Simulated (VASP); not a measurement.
A run of VASP 6.6.1 is set up as follows.

INCAR

```
SYSTEM = H4CO
  ALGO = Normal
  EDIFF = 1E-6
  ENCUT = 520
  GGA = PE
  ISIF = 2
  ISMEAR = -1
  IVDW = 12
  LASPH = .True.
  LCHARG = .False.
  LREAL = Auto
  LWAVE = .False.
  NBANDS = 66
  NELM = 80
  PREC = Accurate
  SIGMA = 0.02
```

Contents of KPOINTS:

```
k-points
0
Gamma
  1 1 1
  0 0 0
```

The input POSCAR:

```
H4CO
1.0
    7.1256230000      0.0000000000      0.0000000000
    0.0000000000      7.1256230000      0.0000000000
    0.0000000000      0.0000000000      7.1256230000
C O H
6 6 24
Direct
    0.7587827759      0.8323623071      0.3626489922
    0.1273151835      0.3309605350      0.4191212474
    0.5016263139      0.3176985367      0.0703096417
    1.0127535515      0.1097026885     -0.0057117813
   -0.0334286560      0.5133586214      0.8249664626
    0.4281871213      0.8154234374      0.8021754729
    0.9363111127      0.8331762710      0.4548935581
   -0.0233242763      0.4523955309      0.3675327757
    0.4325656858      0.3292203362     -0.1206912013
    0.9334201374     -0.0709973009      0.0070028964
   -0.0398280964      0.5691432174      1.0212159695
    0.5850435815      0.9447454630      0.7911308246
    0.7356128720      0.9812475344      0.3302588419
    0.9904116454      0.7043033290      0.4363969298
    0.7512886943      0.7489871412      0.2336637793
    0.6408422113      0.7710343362      0.4507255015
    0.1687852417      0.3722200852      0.5570881311
   -0.0203069963      0.4827928730      0.2254820386
    0.0748566125      0.1880116307      0.4233594733
    0.2325691382      0.3447698538      0.3092641864
    0.4554970141      0.4467118173      0.1439733761
    0.4861750334      0.2133708168     -0.1737111267
    0.4403404446      0.1860328564      0.1535585029
    0.6537252953      0.3131936674      0.0804701568
    1.1467488527      0.1155688422      0.0658889756
    0.8182582772     -0.0672081585     -0.0655381291
    1.0318676697      0.1487308548     -0.1582458123
    0.9282276090      0.2238400769      0.0739444116
    0.0810595789      0.4181809787      0.7874399193
   -0.0256819649      0.7064645435      1.0263663963
   -0.1555934127      0.4281871213      0.7861067025
   -0.0218226533      0.6328709784      0.7270381832
    0.2972091002      0.8901116436      0.8308747179
    0.6681801718      0.9003002264      0.6903677054
    0.4060136215      0.7331288787      0.6707203005
    0.4537568154      0.7226034832      0.9139551728
```

Potentials or basis: VASP PAW PBE potentials, release 64 (C, O, H).

Launch:

```bash
$ cat potpaw_PBE.64/C/POTCAR potpaw_PBE.64/O/POTCAR potpaw_PBE.64/H/POTCAR > POTCAR
$ mpirun -np 1 vasp_gam > vasp.out
```

Q: What does it give for the pressure?

A: -0.3 GPa.

Q: Estimate the dispersion energy per atom.

A: -0.039 eV.

Q: What does it give for the band gap on the k mesh?

A: 4.82 eV, direct.

Stress tensor (GPa, compression positive):
```
 0.73 -0.69  0.40
-0.69 -0.39 -0.69
 0.40 -0.69 -1.32
```
